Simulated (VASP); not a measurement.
## ZnO (zincite): relaxation of cell and atoms with RPBE

ZnO (zincite):

```
CELL_PARAMETERS angstrom
3.24931 0.00000 0.00000
-1.62465 2.81398 0.00000
0.00000 0.00000 5.20571
ATOMIC_POSITIONS crystal
Zn 0.33333 0.66667 0.50000
Zn 0.66667 0.33333 0.00000
O 0.66667 0.33333 0.37901
O 0.33333 0.66667 0.87901
```

```json
{
  "Program": "VASP 6.6.1",
  "Task": "relaxation of cell and atoms",
  "Functional": "RPBE",
  "Potentials or basis": "VASP PAW PBE potentials, release 64 (Zn, O)",
  "Cutoff": "600 eV",
  "k mesh": "9 × 9 × 5",
  "Occupations": "gaussian, width 0.03 eV",
  "Spin": "no spin polarisation",
  "Further INCAR settings": "ALGO = Normal; EDIFF = 1e-06; IBRION = 2; EDIFFG = -0.01; NSW = 90; ISIF = 3"
}
```

The relaxed volume is 12.85 Å³/atom, the relaxed cell is a = 3.328 Å, b = 3.328 Å, c = 5.358 Å, α = 90.00°, β = 90.00°, γ = 120.00° and the space group after relaxing (to 0.05 Å) is P6_3mc (No. 186). The energy gained by relaxing is 28.8 meV/atom. The ionic steps are 5. The pressure after relaxing is -0.1 GPa. The largest force after relaxing is 0.007 eV/Å and the band gap on the k mesh is 0.77 eV, direct.

Forces in eV/Å, atoms in the order of the input:
```
Zn   0.000  0.000  0.007
Zn   0.000  0.000  0.007
O    0.000  0.000 -0.007
O    0.000  0.000 -0.007
```

Stress tensor (GPa, compression positive):
```
-0.12  0.00  0.00
 0.00 -0.12  0.00
 0.00  0.00 -0.02
```

Step by step:
```csv
step,energy change (eV),largest force (eV/Å),pressure (GPa),volume (Å³)
1,0.0000,0.0807,10.49,47.60
2,-0.0939,0.0223,-3.71,53.17
3,-0.1153,0.0022,0.05,51.35
4,-0.1153,0.0033,-0.08,51.43
5,-0.1153,0.0074,-0.09,51.39
```

Final structure:
```xyz
4
Lattice="3.3277 0.0000 0.0000 -1.6638 2.8819 0.0000 0.0000 0.0000 5.3583" Properties=species:S:1:pos:R:3 pbc="T T T"
Zn    0.0000    1.9212    2.6765
Zn    1.6638    0.9606    5.3556
O     1.6638    0.9606    2.0335
O     0.0000    1.9212    4.7127
```

Levels at points of the mesh, in eV from the valence-band top:
| k point | band 16 | band 17 | band 18 | band 19 | band 20 | band 21 |
| --- | --- | --- | --- | --- | --- | --- |
| (0.00, 0.00, 0.00) | -0.06 | 0.00 | 0.00 | 0.77 | 5.03 | 8.07 |

It took 2.2 min on 1 thread of Intel(R) Xeon(R) Platinum 8259CL CPU @ 2.50GHz (Skylake/Cascade Lake), with other jobs on the host, peak memory 0.2 GiB.

Caveat: the PAW data sets were made with another functional, which shifts forces and pressure a little. Zero-point motion and thermal expansion aren't in these numbers.
